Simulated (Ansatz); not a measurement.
# Si16N: the cost of one run

Computed with Ansatz 0.2.0 (DFT PBE, scalar-relativistic, plane waves, PAW, unless a step's input says otherwise).

4 further runs of the same task are left out: 4 set aside as unsound or not needed.

## Step 1: The system as given

The structure is monoclinic, space group Pm (No. 6). Conventional cell: a = 6.365 Å, b = 7.702 Å, c = 19.753 Å, α = 90.00°, β = 90.00°, γ = 90.00°. Si (site symmetry 1) is surrounded by 3 Si at 2.36 to 2.38 Å. Around Si (site symmetry m) lie 4 Si at 2.36 to 2.38 Å. Around Si (site symmetry m) lie 4 Si at 2.31 to 2.38 Å. Only part of the 13 independent sites is listed.

Structure file:

```cif
data_structure
_symmetry_space_group_name_H-M 'P 1'
_symmetry_Int_Tables_number 1
_cell_length_a 7.7022
_cell_length_b 6.3647
_cell_length_c 19.7525
_cell_angle_alpha 90.000
_cell_angle_beta 90.000
_cell_angle_gamma 90.000
_cell_volume 968.31
loop_
_atom_site_label
_atom_site_type_symbol
_atom_site_fract_x
_atom_site_fract_y
_atom_site_fract_z
_atom_site_occupancy
Si1 Si 0.00000 0.93707 0.20251 1
Si2 Si 0.50000 0.93707 0.20251 1
Si3 Si 0.00000 0.56293 0.20251 1
Si4 Si 0.50000 0.56293 0.20251 1
Si5 Si 0.25000 0.43707 0.25879 1
Si6 Si 0.75000 0.43707 0.25879 1
Si7 Si 0.25000 0.06293 0.25879 1
Si8 Si 0.75000 0.06293 0.25879 1
Si9 Si 0.25000 0.93330 0.37206 1
Si10 Si 0.75000 0.93330 0.37206 1
Si11 Si 0.25000 0.56670 0.37206 1
Si12 Si 0.75000 0.56670 0.37206 1
Si13 Si 0.00000 0.42599 0.41780 1
Si14 Si 0.50000 0.42599 0.41780 1
Si15 Si 0.00000 0.07401 0.41780 1
Si16 Si 0.50000 0.07401 0.41780 1
N1 N 0.25000 0.42599 0.43808 1
```

This is the geometry of the first run shown, built on a cell relaxed beforehand with the same method.

## Step 2: What is varied

Atoms count from 1 in the order of the input.

N is moved over the surface cell; relaxed at each place: the height of the adsorbate's atoms; substrate rigid; the origin of the map has the adsorbate above Si13.

The axes are (1) position of N17 along the first surface vector, from above Si13: 6 values from 0.000 to 0.833, periodic; (2) position of N17 along the second surface vector, from above Si13: 6 values from 0.000 to 0.833, periodic.

Relaxed at each point: the height of the adsorbate's atoms; substrate rigid. Points are written as (first, second).

The two vectors of the plane (Å): (3.851, 0.000, 0.000); (0.000, 6.365, 0.000).

## Step 3: Point (3/6, 0/6) of the map's two axes

Input file input.yaml:

```yaml
crystal:
  lattice:
    - [7.7021644573, 0.0, 0.0]
    - [0.0, 6.3646810416, 0.0]
    - [0.0, 0.0, 19.7525435307]
  atoms:
    - { symbol: Si, position: [0.0, 0.9370679285, 0.2025055656] }
    - { symbol: Si, position: [0.5, 0.9370679285, 0.2025055656] }
    - { symbol: Si, position: [0.0, 0.5629320715, 0.2025055656] }
    - { symbol: Si, position: [0.5, 0.5629320715, 0.2025055656] }
    - { symbol: Si, position: [0.25, 0.4370679285, 0.2587875163] }
    - { symbol: Si, position: [0.75, 0.4370679285, 0.2587875163] }
    - { symbol: Si, position: [0.25, 0.0629320715, 0.2587875163] }
    - { symbol: Si, position: [0.75, 0.0629320715, 0.2587875163] }
    - { symbol: Si, position: [0.25, 0.9333044702, 0.3720589481] }
    - { symbol: Si, position: [0.75, 0.9333044702, 0.3720589481] }
    - { symbol: Si, position: [0.25, 0.5666955298, 0.3720589481] }
    - { symbol: Si, position: [0.75, 0.5666955298, 0.3720589481] }
    - { symbol: Si, position: [0.0, 0.4259907582, 0.4177964989] }
    - { symbol: Si, position: [0.5, 0.4259907582, 0.4177964989] }
    - { symbol: Si, position: [0.0, 0.0740092418, 0.4177964989] }
    - { symbol: Si, position: [0.5, 0.0740092418, 0.4177964989] }
    - { symbol: "N", position: [0.25, 0.4259907582, 0.4380846812], spin: 3.0 }
basis:
  ecutwfc: 420
kpoints:
  mp_grid: { grid: [4, 4, 1] }
hamiltonian:
  xc: pbe
  pseudopotentials: { kind: paw, azcp: { folder: soft_1 } }
scf:
  occupations: { method: gaussian, width: 0.05 }
output:
  forces: true
  eigenvalues: true
  populations: true
magnetization:
  spin_polarized: true
relax:
  adjacent_minimum: "off"
  f_tol: 0.025
  max_steps: 16
  constraints:
    - { sites: [0, 1, 2, 3, 4, 5, 6, 7, 8, 9, 10, 11, 12, 13, 14, 15] }
    - { sites: [16], fix: xy }
efield:
  axis: 3
  dipole_correction: true
  ramp_width: 0.04
```

Launch:

```console
$ ansatz run input.yaml --threads 4 --pin off --max-ram 12288MiB --backend cpu --events-out ev --progress --plain --runs-dir out
```

Q: Estimate wall time and peak memory on 4 threads of Intel Xeon Platinum 8488C (Sapphire Rapids), shared host.

About 1.7 min, with a peak of 1.9 GiB.
